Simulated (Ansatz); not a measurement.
Relaxed-ion elastic tensor of MgF2 (rutile, P4_2/mnm) in GPa (Voigt order), PBEsol (plane waves, PAW; program Ansatz); density 3.14 g/cm³, 10.98 Å³ per atom.

```csv
,1,2,3,4,5,6
1,133,88.2,62.3,0.0,0.0,0.0
2,88.2,133,62.3,0.0,0.0,0.0
3,62.3,62.3,195,0.0,0.0,0.0
4,0.0,0.0,0.0,51.8,0.0,0.0
5,0.0,0.0,0.0,0.0,51.8,0.0
6,0.0,0.0,0.0,0.0,0.0,94.0
```

Question: Is the crystal mechanically stable?

Answer: Yes: the smallest eigenvalue of C is 44.9 GPa.

Question: Work out the Voigt, Reuss and Hill averages.

Answer: K_V = 98.5, K_R = 97.7, K_H = 98.1; G_V = 56.1, G_R = 45.2, G_H = 50.7 GPa.

Question: Give Young's modulus, Poisson's ratio, Pugh's ratio and the universal anisotropy index.

Answer: E = 9KG/(3K + G) = 130 GPa; ν = 0.28; K/G = 1.94 (ductile by the Pugh limit of 1.75); A_U = 5G_V/G_R + K_V/K_R − 6 = 1.20.

Question: Estimate the sound speeds and the Debye temperature.

Answer: v_l = √((K + 4G/3)/ρ) = 7260 m/s, v_t = √(G/ρ) = 4020 m/s, mean 4470 m/s; Θ = (h/k)(3n/4πV)^(1/3) v_m = 599 K.

Question: How much does each axis shrink under pressure?

Answer: Linear compressibilities β_i = Σ_j S_ij (j = 1 to 3): x 3.8, y 3.8, z 2.7 per TPa.

Symmetry was held in the PBEsol relaxation; of distortions, only those at the zone centre were tested.

Potentials: the later of the program's two PAW sets.
